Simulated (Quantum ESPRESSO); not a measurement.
Cu3N under changes of volume

One of the cells (13.936 Å³/atom); the others are scaled copies at fixed shape and fractional positions:

```xyz
4
Lattice="3.8200 0.0000 0.0000 0.0000 3.8200 0.0000 0.0000 0.0000 3.8200" Properties=species:S:1:pos:R:3 pbc="T T T"
N     0.0000    0.0000    0.0000
Cu    1.9100    0.0000    0.0000
Cu    0.0000    1.9100    0.0000
Cu    0.0000    0.0000    1.9100
```

The cell was built by a generator and needn't be a form met in nature.

- Program: Quantum ESPRESSO 7.5
- Functional: LDA
- Potentials or basis: GBRV 1.5 LDA
- Cutoff: 762 eV
- Density cutoff: 6095 eV
- k mesh: 12 × 12 × 12
- Occupations: gaussian, width 0.05 eV
- Spin: no spin polarisation

```tsv
volume (Å³/atom)	energy over the lowest point (meV/atom)	pressure (GPa)
13.100	0.00	-2.0
13.378	5.11	-4.8
13.657	?	?
13.936	28.76	-9.4
14.214	46.30	-11.5
14.493	67.03	-13.1
14.772	90.60	-14.7
```

What does the run at 13.657 Å³/atom give?

Energy over the lowest point 14.92 meV/atom; pressure -7.3 GPa.

Worked out: A Birch-Murnaghan fit of order 3 (a polynomial in V^(-2/3)) to the other rows has its minimum at 12.97 Å³/atom, just outside them, with B0 = V·E''(V) = 150 GPa and B' = 4.9. It gives 14.88 meV/atom at 13.657 Å³/atom, against the run's 14.92, and -dE/dV = -6.9 GPa, against -7.3.

Energies are extrapolated to zero smearing.

Caveats: the run has no spin polarisation, though such a crystal can be magnetic (some runs).
